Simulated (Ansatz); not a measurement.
**Sc under changes of volume**

One of the cells (25.002 Å³/atom); the others are scaled copies at fixed shape and fractional positions:

```xyz
2
Lattice="3.3090 0.0000 0.0000 -1.6545 2.8657 0.0000 0.0000 0.0000 5.2733" Properties=species:S:1:pos:R:3 pbc="T T T"
Sc    1.6545    0.9552    3.9550
Sc    0.0000    1.9105    1.3183
```

- Program: Ansatz 0.2.0
- Functional: PBEsol
- Potentials or basis: Ansatz PAW
- Cutoff: 420 eV (not typed: the program's choice for these potentials)
- k mesh: 9 × 9 × 5
- Occupations: fermi-dirac, width 0.05 eV
- Spin: no spin polarisation

| volume (Å³/atom) | energy over the lowest point (meV/atom) | pressure (GPa) |
| --- | --- | --- |
| 23.502 | 0.00 | 0.5 |
| 24.002 | 0.55 | -0.7 |
| 24.502 | ? | ? |
| 25.002 | 12.06 | -2.8 |
| 25.502 | 22.42 | -3.7 |
| 26.002 | 35.52 | -4.6 |
| 26.502 | 51.11 | -5.3 |

**Question.** What does the run at 24.502 Å³/atom give?

**Answer.** Energy over the lowest point 4.67 meV/atom; pressure -1.8 GPa.

Worked out: A Birch-Murnaghan fit of order 3 (a polynomial in V^(-2/3)) to the other rows has its minimum at 23.68 Å³/atom with B0 = V·E''(V) = 57 GPa and B' = 3.3 at fixed shape and positions, which overstates the stiffness. It gives 4.67 meV/atom at 24.502 Å³/atom, against the run's 4.67, and -dE/dV = -1.9 GPa, against -1.8.

Energies are extrapolated to zero smearing.

Caveats: the PAW data sets come from PBE, with cores solved anew for the run's functional, which leaves a small shift of forces and pressure.
